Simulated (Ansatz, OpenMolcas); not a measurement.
**A ladder of methods for CHF3 (SMILES FC(F)F)**

CHF3: 5 atoms, total charge 0, spin state singlet. SMILES: `FC(F)F`. Geometry: relaxed at PBE0-D4/def2-TZVP.

Each level gives the vertical electron affinity (to the doublet anion) (eV). The values are calculated.

The electron affinity is E(neutral) − E(anion): positive where the electron is bound.

| level | kind | program | value (eV) |
| --- | --- | --- | --- |
| SVWN5/def2-SVPD | LDA | Ansatz | -1.74 |
| BLYP/def2-SVPD | GGA | OpenMolcas | -1.88 |
| TPSS/def2-SVPD | meta-GGA | OpenMolcas | -1.96 |
| B3LYP/def2-SVPD | global hybrid | Ansatz | -1.84 |
| CAM-B3LYP/def2-SVPD | range-separated hybrid | Ansatz | -1.97 |
| wB97X/def2-SVPD | range-separated hybrid | Ansatz | -2.37 |
| B2PLYP/def2-SVPD | double hybrid | Ansatz | -2.04 |
| RPA@PBE/def2-SVPD | RPA | Ansatz | -1.79 |
| MP2/def2-SVPD | perturbation theory | Ansatz | -2.23 |
| BCCD(T)/def2-SVPD | coupled cluster or CI | Ansatz | -2.16 |

Where it was recorded, the anion's HOMO is positive in SVWN5/def2-SVPD, BLYP/def2-SVPD, TPSS/def2-SVPD, B3LYP/def2-SVPD, CAM-B3LYP/def2-SVPD, wB97X/def2-SVPD, B2PLYP/def2-SVPD: a fault of the level (basis or self-interaction), which says nothing on whether the real anion is bound. The values span -2.37 to -1.74 eV. Negative values mean that the anion is unbound at that level; they are set by how diffuse the basis is and aren't properties of the molecule, whose anion may well be bound.
